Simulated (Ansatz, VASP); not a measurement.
Given: the input of a run of VASP 6.6.1 on Li (Lithium). 

INCAR

```
  PREC = Accurate
  ENCUT = 550
  EDIFF = 1E-7
  ISMEAR = 0
  SIGMA = 0.02
  LREAL = F
  LASPH = T
  NELM = 60
  ALGO = Normal
  ISIF = 2
  LWAVE = F
  LCHARG = F
  GGA = CA
  NBANDS = 6
```

File KPOINTS:

```
Automatic mesh
0
Gamma
  11 11 11
```

The input POSCAR:

```
Li
3.0391
   -0.577358428482      0.577358428482      0.577358428482
    0.577358428482     -0.577358428482      0.577358428482
    0.577358428482      0.577358428482     -0.577358428482
Li
1
Direct
    0.0000000000      0.0000000000      0.0000000000
```

Potentials or basis: VASP PAW LDA potentials, release 64 (Li_GW).

Launch:

```bash
$ cat potpaw_LDA.64/Li_GW/POTCAR > POTCAR
$ mpirun -np 1 vasp_std > vasp.out
```

**Question.** Set up the same calculation for Ansatz 0.2.0. Potentials or basis there: Ansatz PAW, cutoff 420 eV.

**Answer.** As run (cutoffs and basis follow the program's own potentials, and thresholds, step limits or extra output files can differ):

input.yaml

```yaml
crystal:
  lattice:
    - [-1.75465, 1.75465, 1.75465]
    - [1.75465, -1.75465, 1.75465]
    - [1.75465, 1.75465, -1.75465]
  atoms:
    - { symbol: Li, position: [0.0, 0.0, 0.0] }
hamiltonian:
  xc: lda
  pseudopotentials: { kind: paw }
kpoints:
  mp_grid: { grid: [11, 11, 11] }
scf:
  occupations: { method: gaussian, width: 0.02 }
output:
  forces: true
  stress: true
  eigenvalues: true
```

Potentials or basis: Ansatz PAW.

Command:

```sh
$ ansatz run input.yaml --threads 2 --pin off --max-ram 5632MiB --backend cpu --events-out ev --progress --plain --runs-dir out
```

Both were run:

|  | VASP | Ansatz |
| --- | --- | --- |
| Pressure | -1.6 GPa | -1.6 GPa |

Ansatz's pressure holds a Pulay term of +0.00 GPa for its cutoff of 420 eV, which the other run lacks.

The potentials hold 1 and 3 valence electrons a cell.

Ansatz's potentials were made for PBE.

Where Ansatz's input types no cutoff or centring, it takes its own default and a Γ-centred mesh.

The two programs' LDA may be different fits to the electron gas.

Pressure is positive in compression.
